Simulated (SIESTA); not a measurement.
**CuO (Tenorite) under changes of volume**

One of the cells (10.338 Å³/atom); the others are scaled copies at fixed shape and fractional positions:

```
Cu O
1.0
     2.35736   -1.72263    0.00000
     2.35736    1.72263    0.00000
    -0.85566    0.00000    5.09137
Cu O
2 2
Direct
  0.50000 0.00000 0.50000
  0.00000 0.50000 0.00000
  0.41840 0.58160 0.75000
  0.58160 0.41840 0.25000
```

- Program: SIESTA 5.4.2
- Functional: PBE
- Potentials or basis: PseudoDojo 0.4 standard (PBE files)
- Basis: DZP (energy shift 0.003 Ry; two zetas on semicore shells)
- Grid cutoff: 800 Ry
- Energy shift: 0.003 Ry
- k mesh: 10 × 10 × 5
- Occupations: fermi-dirac, width 0.05 eV
- Spin: no spin polarisation

| volume (Å³/atom) | energy over the lowest point (meV/atom) | pressure (GPa) | largest force (eV/Å) |
| --- | --- | --- | --- |
| 9.527 | ? | ? | ? |
| 9.730 | 36.69 | 15.6 | 0.046 |
| 9.932 | 19.95 | 11.0 | 0.029 |
| 10.338 | 2.21 | 3.4 | 0.159 |
| 10.540 | 0.00 | 0.2 | 0.218 |
| 10.743 | 1.70 | -2.7 | 0.270 |

Task: What does the run at 9.527 Å³/atom give?

Result: Energy over the lowest point 59.41 meV/atom; pressure 20.5 GPa; largest force 0.127 eV/Å.

Worked out: A Birch-Murnaghan fit of order 3 (a polynomial in V^(-2/3)) to the other rows has its minimum at 10.55 Å³/atom with B0 = V·E''(V) = 156 GPa and B' = 5.3 at fixed shape and positions, which overstates the stiffness. It gives 59.67 meV/atom at 9.527 Å³/atom, against the run's 59.41, and -dE/dV = 20.8 GPa, against 20.5.

Energies are extrapolated to zero smearing.

Caveats: short orbitals over semicore shells can move pressures by several GPa; the basis of atomic orbitals isn't converged, which shifts pressures, moduli and gaps; the run has no spin polarisation, though such a crystal can be magnetic.
